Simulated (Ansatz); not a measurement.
# NaHF2: how the settings move a single-point run

How sensitive is a single-point run of NaHF2 to its settings? A reference run comes first, then six runs with altered input.

Program: Ansatz 0.2.0. Level of theory: reference: DFT, PBEsol, plane waves, PAW. These are calculated values, not measurements.

1 further run of the same task is left out (it didn't finish).

## Step 1: The structure to begin with

It takes space group R-3m (No. 166, trigonal). Conventional cell: a = 3.395 Å, b = 3.395 Å, c = 13.708 Å, α = 90.00°, β = 90.00°, γ = 120.00°. Na (site symmetry -3m) is surrounded by 6 F at 2.27 Å. H (site symmetry -3m) has 2 F at 1.13 Å as nearest neighbours. Around F (site symmetry 3m) lie 1 H at 1.13 Å.

Coordinates:

```
CELL_PARAMETERS angstrom
1.69772 0.98018 4.56924
-1.69772 0.98018 4.56924
0.00000 -1.96035 4.56924
ATOMIC_POSITIONS crystal
Na 0.00000 0.00000 0.00000
H 0.50000 0.50000 0.50000
F 0.41724 0.41724 0.41724
F 0.58276 0.58276 0.58276
```

## Step 2: Reference

File input.yaml:

```yaml
crystal:
  lattice:
    - [1.6977160689, 0.9801768294, 4.569238923]
    - [-1.6977160689, 0.9801768294, 4.569238923]
    - [0.0, -1.9603536588, 4.569238923]
  atoms:
    - { symbol: Na, position: [0.0, 0.0, 0.0] }
    - { symbol: H, position: [0.5, 0.5, 0.5] }
    - { symbol: F, position: [0.4172389339, 0.4172389339, 0.4172389339] }
    - { symbol: F, position: [0.5827610661, 0.5827610661, 0.5827610661] }
kpoints:
  mp_grid: { grid: [6, 6, 6] }
hamiltonian:
  xc: pbesol
scf:
  occupations: { method: fixed }
  n_extra_bands: 5
output:
  forces: true
  stress: true
  eigenvalues: true
```

On the command line:

```console
$ ansatz run input.yaml --threads 4 --pin off --max-ram 3686MiB --backend cpu --events-out ev --progress --plain --runs-dir out
```

## Step 3: Changing settings: xc_grid 3

Changes to input.yaml since step 2:

```diff
@@ -21 +21,3 @@
   eigenvalues: true
+basis:
+  xc_grid: 3
```

## Step 4: Changed: dispersion d3bj

Changes to input.yaml since step 2:

```diff
@@ -14,2 +14,3 @@
   xc: pbesol
+  dispersion: d3bj
 scf:
```

## Step 5: Changed: xc mr2scan

Changes to input.yaml since step 2:

```diff
@@ -13,3 +13,3 @@
 hamiltonian:
-  xc: pbesol
+  xc: mr2scan
 scf:
```

## Step 6: Changed: n_extra_bands 24

Changes to input.yaml since step 2:

```diff
@@ -16,3 +16,3 @@
   occupations: { method: fixed }
-  n_extra_bands: 5
+  n_extra_bands: 24
 output:
```

## Step 7: Variant: mixing.ndim 30

Changes to input.yaml since step 2:

```diff
@@ -17,2 +17,4 @@
   n_extra_bands: 5
+  mixing: { ndim: 30 }
+  max_iter: 88
 output:
```

## Step 8: A run with other settings

Changes to input.yaml since step 2:

```diff
@@ -17,2 +17,4 @@
   n_extra_bands: 5
+  convergence: { dr2_threshold: 0.0001 }
+  max_iter: 63
 output:
```

(Steps that only read results are left out.)

**Question.** What will these runs give? Wanted: for each run, ending; energy change; pressure; gap; force.

As calculated:

| run | ending | energy change | pressure (GPa) | gap (eV) | force (eV/Å) | cycles | time |
| --- | --- | --- | --- | --- | --- | --- | --- |
| reference | converged | 0 | 1.9 | 7.07 | 0.11 | 6 | 0.95 s |
| 1: xc_grid 3 | converged | 0.0 meV/atom | 1.9 | 7.07 | 0.11 | 6 | 1 s |
| 2: dispersion d3bj | converged | -73.1 meV/atom (offset of the dispersion model) | 0.8 | 7.07 | 0.11 | 6 | 0.96 s |
| 3: xc mr2scan | converged | not comparable | 0.6 | 7.88 | 0.03 | 6 | 2.4 s |
| 4: n_extra_bands 24 | converged | 0.0 meV/atom | 1.9 | 7.07 | 0.11 | 6 | 1.2 s |
| 5: mixing.ndim 30 | converged | 0.0 meV/atom | 1.9 | 7.07 | 0.11 | 6 | 0.95 s |
| 6: dr2_threshold 0.0001 | converged | 0.0 meV/atom | 1.9 | 7.07 | 0.11 | 6 | 0.99 s |

Residual by cycle in the longest SCF loop of each run; runs are numbered as in the table. The quantity is the density residual dr2, in eV.

| cycle | reference | run 1 | run 2 | run 3 | run 4 | run 5 | run 6 |
| --- | --- | --- | --- | --- | --- | --- | --- |
| 1 | 0.0247 | 0.0247 | 0.0247 | 0.022 | 0.0247 | 0.0247 | 0.0247 |
| 2 | 0.00294 | 0.00294 | 0.00294 | 0.00169 | 0.00302 | 0.00294 | 0.00294 |
| 3 | 5.6e-5 | 5.6e-5 | 5.6e-5 | 3.5e-4 | 5.7e-5 | 5.6e-5 | 5.6e-5 |
| 4 | 2.6e-6 | 2.6e-6 | 2.6e-6 | 1.6e-5 | 2.7e-6 | 2.6e-6 | 2.6e-6 |
| 5 | 6.3e-8 | 5.9e-8 | 6.3e-8 | 7.7e-8 | 3.1e-8 | 6.3e-8 | 5.7e-8 |
| 6 | 1.7e-9 | 1.5e-9 | 1.7e-9 | 8.7e-9 | 5.0e-10 | 1.7e-9 | 1.5e-9 |

What this shows: Of the converged runs whose energies compare with the reference's, none moves it noticeably. Of the variants the dearest is «xc mr2scan» (2.4 s), the cheapest «mixing.ndim 30» (0.95 s), on a shared host.
